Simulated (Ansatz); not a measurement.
## Pressure against volume in LiH

It was reached by relaxing an invented guess, and it needn't be the stable form of this composition.

Computed with DFT PBE, scalar-relativistic, plane waves, PAW (Ansatz). Cutoff 420 eV, Γ-centred 12×12×12 mesh (8-atom cell), Gaussian smearing of 0.02 eV, no spin polarisation.

```cif
data_structure
_symmetry_space_group_name_H-M 'R-3m:H'
_symmetry_Int_Tables_number 166
_cell_length_a 2.8066
_cell_length_b 2.8066
_cell_length_c 28.5603
_cell_angle_alpha 90.000
_cell_angle_beta 90.000
_cell_angle_gamma 120.000
_cell_volume 194.83
loop_
_atom_site_label
_atom_site_type_symbol
_atom_site_symmetry_multiplicity
_atom_site_Wyckoff_symbol
_atom_site_fract_x
_atom_site_fract_y
_atom_site_fract_z
_atom_site_occupancy
Li1 Li 3 a 0.00000 0.00000 0.00000 1
Li2 Li 3 b 0.66667 0.33333 0.83333 1
Li3 Li 6 c 0.00000 0.00000 0.91425 1
H1 H 6 c 0.00000 0.00000 0.79284 1
H2 H 6 c 0.66667 0.33333 0.95716 1
```

The cell was set to several volumes, with shape and atoms relaxed at each where symmetry leaves them free. Pressure is positive in compression, and energies count from the lowest row.

```
row  V (Å³/atom)  P (GPa)  ΔE (meV/atom)  gap on mesh (eV)
  1        7.144     5.64           15.7              3.65
  2        7.387     3.94            8.4              3.64
  3        7.631        ?              ?                 ?
  4        7.874     1.16            0.9              3.63
  5        8.118     0.02            0.0              3.62
  6        8.361    -0.99            0.8              3.62
  7        8.605    -1.87            2.9              3.61
  8        8.930    -2.89            7.8              3.60
```

**Question.** Find B = −V·ΔP/ΔV from rows 4 and 6 and from rows 1 and 2, and from the two its slope B′ and its value B0 at zero pressure.

**Answer.** Rows 4 and 6 give −(7.874 + 8.361)/2 × (-0.99 − (1.16))/(8.361 − 7.874) = 35.8 GPa at a mean pressure of 0.08 GPa. Rows 1 and 2 give −(7.144 + 7.387)/2 × (3.94 − (5.64))/(7.387 − 7.144) = 50.8 GPa at a mean pressure of 4.79 GPa. So B′ = (50.8 − 35.8)/(4.79 − (0.08)) = 3.18 and B0 = 35.8 − 3.18 × (0.08) = 35.5 GPa. A third-order Birch–Murnaghan fit to all the energies gives B0 = 35.6 GPa and B′ = 3.3.

**Question.** Estimate the pressure and energy of row 3.

**Answer.** From row 5, V0 = 8.118 × (1 + (0.02)/35.5) = 8.123 Å³/atom. Murnaghan's form P = (B0/B′)·[(V0/V)^B′ − 1] gives (35.5/3.18) × [(8.123/7.631)^3.18 − 1] = 2.45 GPa; the computed pressure is 2.46 GPa, so the estimate is off by -0.01 GPa. The work of compression from row 4, with the mean of the two pressures, gives ΔE = 0.9 + (2.45 + 1.16)/2 × (7.874 − 7.631)/160.2 × 1000 = 3.6 meV/atom (1 eV/Å³ = 160.2 GPa); the computed value is 3.6 meV/atom.

**Question.** Fit the gap against pressure through the other rows and estimate it at the computed pressure of row 3.

**Answer.** Over the 7 rows the mean pressure is 0.7157 GPa and the mean gap is 3.624 eV. The sums of products of deviations are S_xx = 57.92 and S_xy = 0.3146, so the slope is 0.3146/57.92 = 0.005432 (r = 0.98, rms misfit 0.00 eV). At 2.46 GPa the line gives 3.624 + (0.005432) × (2.46 − 0.7157) = 3.63 eV. The computed value is 3.64 eV, so the line is off by -0.01 eV, no more than the largest miss among the fitted rows (0.01 eV).

Kohn–Sham gaps at this level usually fall short of measured ones. All volumes keep the k mesh of the relaxed cell. A later test with randomly moved atoms came back to the same energy, though modes that don't fit the test's cell weren't probed.
